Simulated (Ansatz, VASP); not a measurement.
## One calculation of BeS, two programs

```xyz
2
Lattice="0.0000 2.4343 2.4343 2.4343 0.0000 2.4343 2.4343 2.4343 0.0000" Properties=species:S:1:pos:R:3 pbc="T T T"
Be    0.0000    0.0000    0.0000
S     1.2172    1.2172    1.2172
```

The cell was built by a generator and needn't be a form met in nature.

Alike in both runs: task single point; functional HSE06; k mesh 4 × 4 × 4; no spin polarisation.

|  | VASP | Ansatz |
| --- | --- | --- |
| version | VASP 6.6.1 | Ansatz 0.2.0 |
| potentials or method | VASP PAW PBE potentials, release 64 (Be, S) | plane waves, PAW |
| plane-wave cutoff (eV) | 520 | 420 |
| occupations | gaussian, width 0.01 eV | fixed |
| valence electrons in the cell | 8 | 8 |

VASP gave:

```
gap on the k mesh at the Fermi level (eV) : 4.08
pressure (GPa)                            : -0.6
```

What did Ansatz give for the same quantities?

gap on the k mesh at the Fermi level (eV): 4.09; pressure (GPa): -0.4.

Ansatz warned: «stress_exchange_threshold_loose».

Caveats: the k mesh is coarse (spacing up to 0.56 Å⁻¹), so the values aren't converged, least of all with exact exchange; the PAW data sets were made with another functional, which shifts forces and pressure a little (VASP). A k mesh can miss the band edges.
